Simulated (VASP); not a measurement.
Here is a VASP 6.6.1 calculation.

Contents of INCAR:

```
PREC = Accurate ; ENCUT = 600
EDIFF = 1E-7 ; ISMEAR = 1
SIGMA = 0.1 ; LREAL = F
LASPH = T ; NELM = 80
ALGO = Normal ; ISIF = 3
LWAVE = F ; LCHARG = F
GGA = PS ; IBRION = 2
NSW = 90 ; EDIFFG = -0.005
```

KPOINTS

```
Automatic mesh
0
Gamma
  14 14 14
```

POSCAR

```
TiAl3                                   
1.0
   -1.9084608383      1.9084608383      4.2770138489
    1.9084608383     -1.9084608383      4.2770138489
    1.9084608383      1.9084608383     -4.2770138489
  Ti              Al            
     1     3
Direct
     0.0000000000000000    0.0000000000000000    0.0000000000000000
     0.5000000000000000    0.5000000000000000    0.0000000000000000
     0.7500000000000000    0.2500000000000000    0.5000000000000000
     0.2500000000000000    0.7500000000000000    0.5000000000000000
```

Potentials or basis: VASP PAW PBE potentials, release 64 (Ti_sv, Al).

The run is started by

```bash
$ cat potpaw_PBE.64/Ti_sv/POTCAR potpaw_PBE.64/Al/POTCAR > POTCAR
$ mpirun -np 1 vasp_std > vasp.out
```

Problem. Predict the band gap on the k mesh.

Solution. None (metal or under the smearing width).

Final structure:
```xyz
4
Lattice="-1.9085 1.9085 4.2770 1.9085 -1.9085 4.2770 1.9085 1.9085 -4.2770" Properties=species:S:1:pos:R:3 pbc="T T T"
Ti    0.0000    0.0000    0.0000
Al    0.0000    0.0000    4.2770
Al    0.0000    1.9085    2.1385
Al    1.9085    0.0000    2.1385
```

Caveat: the relaxation stopped at its first step, so nothing moved.
